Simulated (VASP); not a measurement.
Set up this calculation in VASP 6.6.1, as the native input.

| Quantity | Value |
| --- | --- |
| Task | single point |
| Functional | PBEsol |
| Potentials or basis | VASP PAW PBE potentials, release 64 (Si, C) |
| Cutoff | 520 eV |
| k mesh | 10 × 10 × 10 |
| Occupations | gaussian, width 0.01 eV |
| Spin | no spin polarisation |
| Dipole correction | no |
| Further INCAR settings | ALGO = Normal; EDIFF = 1e-07; NBANDS = 11 |

The structure of SiC lies in POSCAR:

```
SiC
1.0
   -0.0102094890      2.1668825477      2.1864976434
    2.1668825477     -0.0102094890      2.1864976434
    2.1566730586      2.1566730586      0.0000000000
Si C
1 1
Direct
   -0.0004772823     -0.0004772823      0.0004772823
    0.2504772823      0.2504772823      0.2495227177
```

The cell was built by a generator and isn't the measured one.

One way to write it, as run:

INCAR

```
SYSTEM = SiC
PREC     = Accurate       ! precision mode
ENCUT    = 520            ! plane-wave cutoff, eV
EDIFF    = 1E-7           ! SCF threshold, eV
ISMEAR   = 0              ! smearing method
SIGMA    = 0.01           ! smearing width, eV
LREAL    = .FALSE.        ! projectors in reciprocal space
LASPH    = .TRUE.         ! aspherical terms in the spheres
NELM     = 100            ! most SCF steps
ALGO     = Normal         ! electronic algorithm
ISIF     = 2              ! what is computed and relaxed
LWAVE    = .FALSE.        ! write WAVECAR
LCHARG   = .FALSE.        ! write CHGCAR
GGA      = PS             ! functional
NBANDS   = 11             ! bands
```

KPOINTS

```
Automatic mesh
0
G
  10 10 10
  0 0 0
```

Potentials or basis: VASP PAW PBE potentials, release 64 (Si, C).

Launch:

```sh
$ cat potpaw_PBE.64/Si/POTCAR potpaw_PBE.64/C/POTCAR > POTCAR
$ mpirun -np 1 vasp_std > vasp.out
```

It gave:

The pressure is 1.9 GPa and the band gap on the k mesh is 1.13 eV, indirect (least direct gap 4.35 eV).

Caveat: the PAW data sets were made with another functional, which shifts forces and pressure a little.

Wall time 19 s on 1 thread of Intel(R) Xeon(R) Platinum 8259CL CPU @ 2.50GHz (Skylake/Cascade Lake), with other jobs on the host, peak memory 0.16 GiB.
